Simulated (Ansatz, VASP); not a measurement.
AlRu: VASP beside Ansatz

```
Al Ru
1.0
     2.12348    1.22599    1.73598
    -2.12348    1.22599    1.73598
     0.00000   -2.45198    1.73598
Al Ru
1 1
Direct
  0.00000 0.00000 0.00000
  0.50000 0.50000 0.50000
```

Change from the starting cell: the structure that the rattled cell fell into.

Alike in both runs: functional PBE; k mesh 6 × 6 × 6; occupations gaussian, width 0.1 eV; no spin polarisation.

Ansatz relaxed the structure, and its values are those at the end. VASP's run is a single point on that final structure, the one shown.

|  | VASP | Ansatz |
| --- | --- | --- |
| version | VASP 6.6.1 | Ansatz 0.2.0 |
| potentials or method | VASP PAW PBE potentials, release 64 (Al, Ru_pv) | scalar-relativistic, plane waves, PAW |
| plane-wave cutoff (eV) | 520 | 420 |
| valence electrons in the cell | 17 | 19 |

|  | VASP | Ansatz | Ansatz less VASP |
| --- | --- | --- | --- |
| gap on the k mesh at the Fermi level (eV) | none | none | - |
| pressure (GPa) | -0.2 | -0.2 | +0.06 |

A gap of «none» marks a metal or a gap that the smearing closes. The two sets of potentials don't hold the same shells in valence.
